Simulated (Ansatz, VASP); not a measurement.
**As: VASP beside Ansatz**

```
CELL_PARAMETERS angstrom
0.00000 2.58106 2.58106
2.58106 0.00000 2.58106
2.58106 2.58106 0.00000
ATOMIC_POSITIONS crystal
As 0.87500 0.87500 0.87500
As 0.12500 0.12500 0.12500
```

Change from the starting cell: volume scaled by 0.65, PAW files.

Alike in both runs: task single point; functional LDA; k mesh 13 × 13 × 13; occupations fermi-dirac, width 0.05 eV; no spin polarisation.

```csv
,VASP,Ansatz
version,VASP 6.6.1,Ansatz 0.2.0
potentials or method,"VASP PAW LDA potentials, release 64 (As)","PAW with Ansatz's default frozen-core files, scalar-relativistic"
plane-wave cutoff (eV),520,420
valence electrons in the cell,10,30
```

Ansatz gave:

- pressure (GPa): 52.2

Problem. What did VASP give for the same quantities?

Solution. Pressure (GPa): 54.1.

The two sets of potentials don't hold the same shells in valence.

Caveats: so large a pressure means that the cell lies far from this level's equilibrium, or that cutoff or potentials fall short (VASP).
